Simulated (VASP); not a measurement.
ZnS: single point with PBE

**The experiment to reproduce.**

A printed reference work, monograph reports, for a bulk crystal of ZnS at 4 K: band gap 3.911 eV (direct).

The system is ZnS.

```
Zn S
1.0
     3.84549    0.00000    0.00000
    -1.92275    3.33029    0.00000
     0.00000    0.00000    6.30533
Zn S
2 2
Cartesian
  0.0000 2.2202 0.0329
  1.9227 1.1101 3.1856
  0.0000 2.2202 2.3946
  1.9227 1.1101 5.5473
```

- Program: VASP 6.6.1
- Task: single point
- Functional: PBE
- Potentials or basis: VASP PAW PBE potentials, release 64 (Zn, S)
- Cutoff: 520 eV
- k mesh: 12 × 12 × 6
- Occupations: gaussian, width 0.02 eV
- Spin: no spin polarisation
- Dipole correction: no
- Further INCAR settings: ALGO = Normal; EDIFF = 1e-06; NBANDS = 26

```yaml
Pressure: 0.1 GPa
Band_gap_on_the_k_mesh: 2.08 eV
```

Levels at points of the mesh, in eV from the valence-band top:
```
           k point  band 15  band 16  band 17  band 18  band 19  band 20  band 21  band 22
(0.00, 0.00, 0.00)    -0.85    -0.07     0.00     0.00     2.08     3.05     6.33     6.33
(0.50, 0.00, 0.00)    -3.14    -2.14    -1.61    -0.85     3.68     4.18     5.14     6.93
(0.00, 0.00, 0.50)    -0.45    -0.45    -0.45    -0.45     3.48     3.48     6.76     6.76
(0.50, 0.00, 0.50)    -1.56    -1.56    -1.54    -1.54     3.54     3.54     5.24     5.24
```

Run time: 3.4 min on 1 thread of Intel Xeon 8259CL, with other jobs on the host, peak memory 0.28 GiB.

A measured gap of ZnS is 3.911 eV (direct; 4 K; a printed reference work, monograph); the calculated 2.08 eV misses it by -1.83 eV. The value is that of PBE on a finite k mesh, which can miss the band edges, without temperature or zero-point motion. Semilocal functionals fall short of measured gaps as a rule.
